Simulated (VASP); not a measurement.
# PbSe (Clausthalite) (Fm-3m) in VASP: settings compared

One crystal, PbSe (Clausthalite), is run at these levels: MS2, LDA; tasks: band structure, phonons.

All numbers are computed with VASP 6.6.1; they aren't measurements. Logs are shortened: lines on timing, memory, paths and dates and some standing lists are left out, and cuts for length are marked.

**Measured values to compare with.**

A printed reference work, monograph reports, for a bulk crystal of PbSe at 300 K: band gap 0.28 eV (direct).

The runs below are set against these values where they give the same quantity.

### Step 1. The crystal as given

Symmetry: Fm-3m, No. 225, cubic system. The conventional cell has a = 6.121 Å, b = 6.121 Å, c = 6.121 Å, α = 90.00°, β = 90.00°, γ = 90.00°. Around Pb (site symmetry m-3m) lie 6 Se at 3.06 Å. Se (site symmetry m-3m) is surrounded by 6 Pb at 3.06 Å.

### Step 2. Band structure, MS2

Input file INCAR:

```
PREC     = Accurate       # precision mode
ENCUT    = 520            # plane-wave cutoff, eV
EDIFF    = 1E-6           # SCF threshold, eV
ISMEAR   = -1             # smearing method
SIGMA    = 0.05           # smearing width, eV
LREAL    = False          # projectors in reciprocal space
LASPH    = True           # aspherical terms in the spheres
NELM     = 100            # most SCF steps
ALGO     = Normal         # electronic algorithm
ISIF     = 2              # what is computed and relaxed
LWAVE    = False          # write WAVECAR
LCHARG   = False          # write CHGCAR
METAGGA  = MS2            # meta-GGA
LMIXTAU  = True
```

Input file KPOINTS:

```
Automatic mesh
0
Gamma
  8 8 8
```

Input file POSCAR:

```
PbSe
1.0
    0.0000000000      3.0606500000      3.0606500000
    3.0606500000      0.0000000000      3.0606500000
    3.0606500000      3.0606500000      0.0000000000
Pb Se
1 1
Direct
    0.0000000000      0.0000000000      0.0000000000
    0.5000000000      0.5000000000      0.5000000000
```

Input file KPOINTS_OPT:

```
path GXWKGLUWLK,UX
15
line-mode
reciprocal
 0.0000000000  0.0000000000  0.0000000000  G
 0.5000000000  0.0000000000  0.5000000000  X

 0.5000000000  0.0000000000  0.5000000000  X
 0.5000000000  0.2500000000  0.7500000000  W

 0.5000000000  0.2500000000  0.7500000000  W
 0.3750000000  0.3750000000  0.7500000000  K

 0.3750000000  0.3750000000  0.7500000000  K
 0.0000000000  0.0000000000  0.0000000000  G

 0.0000000000  0.0000000000  0.0000000000  G
 0.5000000000  0.5000000000  0.5000000000  L

 0.5000000000  0.5000000000  0.5000000000  L
 0.6250000000  0.2500000000  0.6250000000  U

 0.6250000000  0.2500000000  0.6250000000  U
 0.5000000000  0.2500000000  0.7500000000  W

 0.5000000000  0.2500000000  0.7500000000  W
 0.5000000000  0.5000000000  0.5000000000  L

 0.5000000000  0.5000000000  0.5000000000  L
 0.3750000000  0.3750000000  0.7500000000  K

 0.6250000000  0.2500000000  0.6250000000  U
 0.5000000000  0.0000000000  0.5000000000  X
```

Potentials or basis: VASP PAW PBE potentials, release 64 (Pb_d, Se).

On the command line:

```console
$ cat potpaw_PBE.64/Pb_d/POTCAR potpaw_PBE.64/Se/POTCAR > POTCAR
$ mpirun -np 1 vasp_std > vasp.out
```

OUTCAR:

```text
PREC = Accurate
   ENCUT = 520
   EDIFF = 1E-6
   ISMEAR = -1
   LREAL = False
   LASPH = True
   NELM = 100
   ISIF = 2
   METAGGA = MS2

 ion  position               nearest neighbor table
   1  0.000  0.000  0.000-   2 3.06   2 3.06   2 3.06   2 3.06   2 3.06   2 3.06
   2  0.500  0.500  0.500-   1 3.06   1 3.06   1 3.06   1 3.06   1 3.06   1 3.06

  LATTYP: Found a face centered cubic cell.
 ALAT       =     6.1213000000

  Lattice vectors:

 A1 = (   0.0000000000,   3.0606500000,   3.0606500000)
 A2 = (   3.0606500000,   0.0000000000,   3.0606500000)
 A3 = (   3.0606500000,   3.0606500000,   0.0000000000)

Analysis of symmetry for initial positions (statically):
=====================================================================
 Subroutine PRICEL returns:
 Original cell was already a primitive cell.

 Routine SETGRP: Setting up the symmetry group for a
 face centered cubic supercell.

 Subroutine GETGRP returns: Found 48 space group operations
 (whereof 48 operations were pure point group operations)
 out of a pool of 48 trial point group operations.

The static configuration has the point symmetry O_h .

Analysis of symmetry for dynamics (positions and initial velocities):
=====================================================================
 Subroutine PRICEL returns:
 Original cell was already a primitive cell.

 Routine SETGRP: Setting up the symmetry group for a
 face centered cubic supercell.

 Subroutine GETGRP returns: Found 48 space group operations
 (whereof 48 operations were pure point group operations)
 out of a pool of 48 trial point group operations.

The dynamic configuration has the point symmetry O_h .

 Subroutine INISYM returns: Found 48 space group operations
 (whereof 48 operations are pure point group operations),
 and found     1 'primitive' translations

----------------------------------------------------------------------------------------

                                     Primitive cell

  volume of cell :      57.3418

  direct lattice vectors                    reciprocal lattice vectors
     0.000000000  3.060650000  3.060650000    -0.163363991  0.163363991  0.163363991
     3.060650000  0.000000000  3.060650000     0.163363991 -0.163363991  0.163363991
     3.060650000  3.060650000  0.000000000     0.163363991  0.163363991 -0.163363991

  length of vectors
     4.328412740  4.328412740  4.328412740     0.282954733  0.282954733  0.282954733

  position of ions in fractional coordinates (direct lattice)
     0.000000000  0.000000000  0.000000000
     0.500000000  0.500000000  0.500000000

  ion indices of the primitive-cell ions
   primitive index   ion index
                 1           1
                 2           2

----------------------------------------------------------------------------------------

 KPOINTS: Automatic mesh

Automatic generation of k-mesh.
 Grid dimensions read from file:
 generate k-points for:    8    8    8

 Generating k-lattice:

  Cartesian coordinates                     Fractional coordinates (reciprocal lattice)
    -0.020420499  0.020420499  0.020420499     0.125000000  0.000000000  0.000000000
     0.020420499 -0.020420499  0.020420499     0.000000000  0.125000000  0.000000000
     0.020420499  0.020420499 -0.020420499     0.000000000  0.000000000  0.125000000

  Length of vectors
     0.035369342  0.035369342  0.035369342

  Shift w.r.t. Gamma in fractional coordinates (k-lattice)
     0.000000000  0.000000000  0.000000000

 Subroutine IBZKPT returns following result:
 ===========================================

 Found     29 irreducible k-points:

 Following reciprocal coordinates:
            Coordinates               Weight
  0.000000  0.000000  0.000000      1.000000
  0.125000  0.000000  0.000000      8.000000
  0.250000  0.000000  0.000000      8.000000
  0.375000  0.000000  0.000000      8.000000
  0.500000  0.000000  0.000000      4.000000
  0.125000  0.125000  0.000000      6.000000
[... 16 lines left out ...]
  0.500000  0.250000  0.125000     48.000000
 -0.375000  0.250000  0.125000     24.000000
 [... further k-points ...]
   k-points           NKPTS =     29   k-points in BZ     NKDIM =     29   number of bands    NBANDS=     14
   number of dos      NEDOS =    301   number of ions     NIONS =      2
   total plane-waves  NPLWV =  32768
   dimension x,y,z NGX =    32 NGY =   32 NGZ =   32
   dimension x,y,z NGXF=    64 NGYF=   64 NGZF=   64
   ions per type =               1   1
   NGX,Y,Z   is equivalent  to a cutoff of  12.29, 12.29, 12.29 a.u.
   NGXF,Y,Z  is equivalent  to a cutoff of  24.58, 24.58, 24.58 a.u.
 SYSTEM =  unknown system
   PREC   = accura    normal or accurate (medium, high low for compatibility)
   ISTART =      0    job   : 0-new  1-cont  2-samecut
   ICHARG =      2    charge: 1-file 2-atom 10-const
   ISPIN  =      1    spin polarized calculation?
   LNONCOLLINEAR =      F non collinear calculations
   LSORBIT =      F    spin-orbit coupling
   LASPH  =      T    aspherical Exc in radial PAW
   ENCUT  =  520.0 eV  38.22 Ry    6.18 a.u.   8.05  8.05  8.05*2*pi/ulx,y,z
   NELM   =    100;   NELMIN=  2; NELMDL= -5     # of ELM steps
   EDIFF  = 0.1E-05   stopping-criterion for ELM
   LREAL  =      F    real-space projection
   EDIFFG = 0.1E-04   stopping-criterion for IOM
   NSW    =      0    number of steps for IOM
   IBRION =     -1    ionic relax: 0-MD 1-quasi-New 2-CG
   NFREE  =      0    steps in history (QN), initial steepest desc. (CG)
   ISIF   =      2    stress and relaxation
   ISYM   =      2    0-nonsym 1-usesym 2-fastsym
   POTIM  = 0.5000    time-step for ionic-motion
   TEBEG  =    0.0;   TEEND  =   0.0 temperature during run
   PSTRESS=    0.0 pullay stress
   NELECT =      20.0000    total number of electrons
   NUPDOWN=      -1.0000    fix difference up-down
   EMIN   =  10.00;   EMAX   =-10.00  energy-range for DOS
   EFERMI =   0.00;   METHOD = LEGACY
   ISMEAR =    -1;   SIGMA  =   0.05  broadening in eV -4-tet -1-fermi 0-gaus
   EFERMI_NEDOS =   21; number of points for ismear=-14 and -15
   IALGO  =     38    algorithm
   IMIX   =      4    mixing-type and parameters
     AMIX     =   0.40;   BMIX     =  1.00
     AMIX_MAG =   1.60;   BMIX_MAG =  1.00
  volume/ion in A,a.u.               =      28.67       193.48
  Fermi-wavevector in a.u.,A,eV,Ry     =   1.152377  2.177676 18.068159  1.327972
  Thomas-Fermi vector in A             =   2.289028
   LORBIT       =      0    0 simple, 1 ext, 2 COOP (PROOUT), +10 PAW based schemes
   METAGGA = MS2    functional components
   LHFCALC =     F    Hartree Fock is set to
   AEXX    =    0.0000 exact exchange contribution
   IVDW    =     0    specifies the selected vdW correction
   LEPSILON=     F    determine dielectric tensor
   LRPA    =     F    only Hartree local field effects (RPA)
 non-spin polarized calculation
  energy-cutoff  :      520.00
  volume of cell :       57.34
 maximum number of plane-waves:      1572
   NGX = 17   NGY = 17   NGZ = 17

 number of electron      20.0000000 magnetization

 Free energy of the ion-electron system (eV)
  ---------------------------------------------------
  ext. energy  EPLUGINS =         0.00000000
  ---------------------------------------------------
  free energy    TOTEN  =        10.77001480 eV

  energy without entropy =       10.77019125  energy(sigma->0) =       10.77010303

 E-fermi :   5.1230     XC(G=0):  -9.9372

 val. band max:        4.9375152315   @ k =   0.5000   0.0000   0.0000
 cond. band min:       5.3085223934   @ k =   0.5000   0.0000   0.0000
 fundamental gap:      0.3710071619
 Fermi energy:         5.1230335442

 k-point     1 :       0.0000    0.0000    0.0000
  band No.  band energies     occupation
      1     -12.0493      2.00000
      2     -12.0493      2.00000
      3     -12.0356      2.00000
      4     -12.0356      2.00000
      5     -12.0356      2.00000
      6      -8.9692      2.00000
      7      -1.2621      2.00000
      8       2.9461      2.00000
      9       2.9461      2.00000
     10       2.9461      2.00000
     11       9.7131      0.00000
     12       9.7131      0.00000
     13       9.7131      0.00000
     14      11.5724      0.00000

 k-point     2 :       0.1250    0.0000    0.0000
  band No.  band energies     occupation
      1     -12.0522      2.00000
      2     -12.0522      2.00000
      3     -12.0351      2.00000
      4     -12.0318      2.00000
      5     -12.0318      2.00000
      6      -8.8517      2.00000
      7      -1.6910      2.00000
      8       2.9860      2.00000
      9       2.9861      2.00000
     10       3.2574      2.00000
     11       8.6616      0.00000
     12       9.0358      0.00000
     13       9.0359      0.00000
     14      11.3591      0.00000

 k-point     3 :       0.2500    0.0000    0.0000
  band No.  band energies     occupation
      1     -12.0606      2.00000
      2     -12.0605      2.00000
      3     -12.0340      2.00000
      4     -12.0209      2.00000
      5     -12.0208      2.00000
      6      -8.5304      2.00000
      7      -2.6123      2.00000
      8       3.1024      2.00000
      9       3.1024      2.00000
     10       3.8655      2.00000
     11       7.1713      0.00000
     12       7.9065      0.00000
     13       7.9065      0.00000
     14      11.5459      0.00000

 k-point     4 :       0.3750    0.0000    0.0000
  band No.  band energies     occupation
      1     -12.0694      2.00000
      2     -12.0693      2.00000
      3     -12.0332      2.00000
      4     -12.0094      2.00000
      5     -12.0093      2.00000
      6      -8.1296      2.00000
      7      -3.4938      2.00000
      8       3.2581      2.00000
      9       3.2581      2.00000
     10       4.4569      2.00000
     11       5.9987      0.00000
     12       7.0260      0.00000
     13       7.0261      0.00000
     14      12.5020      0.00000

 k-point     5 :       0.5000    0.0000    0.0000
  band No.  band energies     occupation
      1     -12.0731      2.00000
      2     -12.0730      2.00000
      3     -12.0329      2.00000
      4     -12.0046      2.00000
      5     -12.0046      2.00000
      6      -7.9251      2.00000
      7      -3.8753      2.00000
      8       3.3399      2.00000
      9       3.3399      2.00000
     10       4.9375      1.95223
     11       5.3085      0.04780
[... 276 lines left out ...]
 k-point    22 :       0.3750    0.2500    0.1250
  band No.  band energies     occupation
      1     -12.0928      2.00000
      2     -12.0510      2.00000
      3     -12.0382      2.00000
      4     -12.0144      2.00000
      5     -12.0123      2.00000
      6      -8.2516      2.00000
      7      -2.7950      2.00000
      8       1.9163      2.00000
      9       2.8495      2.00000
     10       3.6780      2.00000
     11       6.9515      0.00000
     12       8.1414      0.00000
     13       9.2236      0.00000
     14      10.9835      0.00000

 k-point    23 :       0.5000    0.2500    0.1250
  band No.  band energies     occupation
      1     -12.1067      2.00000
      2     -12.0576      2.00000
      3     -12.0319      2.00000
      4     -12.0123      2.00000
      5     -12.0046      2.00000
      6      -7.8960      2.00000
      7      -3.2937      2.00000
      8       1.5737      2.00000
      9       2.3513      2.00000
     10       3.8439      2.00000
     11       6.7272      0.00000
     12       8.1298      0.00000
     13       9.2109      0.00000
     14      11.6741      0.00000

 k-point    24 :      -0.3750    0.2500    0.1250
  band No.  band energies     occupation
      1     -12.1117      2.00000
      2     -12.0611      2.00000
      3     -12.0258      2.00000
      4     -12.0156      2.00000
      5     -12.0007      2.00000
      6      -7.7238      2.00000
      7      -3.5290      2.00000
      8       1.5702      2.00000
      9       1.9676      2.00000
     10       4.0500      2.00000
     11       6.4042      0.00000
     12       8.4278      0.00000
     13       9.1159      0.00000
     14      12.6559      0.00000

 [... further k-points ...]

------------------------ aborting loop because EDIFF is reached ----------------------------------------

  FORCE on cell =-STRESS in cart. coord.  units (eV):
  Direction    XX          YY          ZZ          XY          YZ          ZX
  --------------------------------------------------------------------------------------
  -------------------------------------------------------------------------------------
  Total        0.1340336      0.1340336      0.1340336      0.0000000      0.0000000     -0.0000000
  in kB        3.7450131      3.7450131      3.7450131      0.0000000      0.0000000     -0.0000000
  external PRESSURE =       3.7450131 kB  Pullay stress =       0.0000000 kB

 VOLUME and BASIS-vectors are now :
 -----------------------------------------------------------------------------
  energy-cutoff  :      520.00
  volume of cell :       57.34
      direct lattice vectors                 reciprocal lattice vectors
     0.000000000  3.060650000  3.060650000    -0.163363991  0.163363991  0.163363991
     3.060650000  0.000000000  3.060650000     0.163363991 -0.163363991  0.163363991
     3.060650000  3.060650000  0.000000000     0.163363991  0.163363991 -0.163363991

 POSITION                                       TOTAL-FORCE (eV/Angst)
 -----------------------------------------------------------------------------------
      0.00000      0.00000      0.00000         0.000000      0.000000      0.000000
      3.06065      3.06065      3.06065        -0.000000     -0.000000     -0.000000
 -----------------------------------------------------------------------------------
    total drift:                                0.000000     -0.000000     -0.000000

  FREE ENERGIE OF THE ION-ELECTRON SYSTEM (eV)
  ---------------------------------------------------
  free  energy   TOTEN  =        10.7700148028 eV

  energy  without entropy=       10.7701912505  energy(sigma->0) =       10.77010303
```

It took 2.5 min on 1 thread of Intel Xeon Platinum 8488C (Sapphire Rapids), shared host; peak memory 0.2 GiB.

What came out:

| Item | Value |
| --- | --- |
| Free energy | 10.7700 eV |
| Pressure | 0.4 GPa |
| Band gap on the k mesh | 0.37 eV, direct |
| Band gap along the path | 0.37 eV, direct |

Levels at the corners of the path, in eV from the valence-band top:
```tsv
point	band 8	band 9	band 10	band 11	band 12	band 13
Γ	-1.99	-1.99	-1.99	4.78	4.78	4.78
X	-5.13	-3.36	-3.36	3.72	5.70	5.70
X	-5.13	-3.36	-3.36	3.72	5.70	5.70
W	-4.36	-4.36	-0.87	1.97	5.02	5.02
W	-4.36	-4.36	-0.87	1.97	5.02	5.02
K	-4.71	-2.85	-2.46	3.47	4.08	5.52
K	-4.71	-2.85	-2.46	3.47	4.08	5.52
Γ	-1.99	-1.99	-1.99	4.78	4.78	4.78
Γ	-1.99	-1.99	-1.99	4.78	4.78	4.78
L	-1.60	-1.60	0.00	0.37	1.75	1.75
L	-1.60	-1.60	0.00	0.37	1.75	1.75
U	-4.71	-2.85	-2.46	3.47	4.08	5.52
U	-4.71	-2.85	-2.46	3.47	4.08	5.52
W	-4.36	-4.36	-0.87	1.97	5.02	5.02
W	-4.36	-4.36	-0.87	1.97	5.02	5.02
L	-1.60	-1.60	0.00	0.37	1.75	1.75
L	-1.60	-1.60	0.00	0.37	1.75	1.75
K	-4.71	-2.85	-2.46	3.47	4.08	5.52
U	-4.71	-2.85	-2.46	3.47	4.08	5.52
X	-5.13	-3.36	-3.36	3.72	5.70	5.70
```

Caveat: the PAW data sets were made with another functional, which shifts forces and pressure a little; spin-orbit coupling is left out, which as a rule narrows the gap of such compounds by several tenths of an eV.

(Continued in part 2 of 2.)
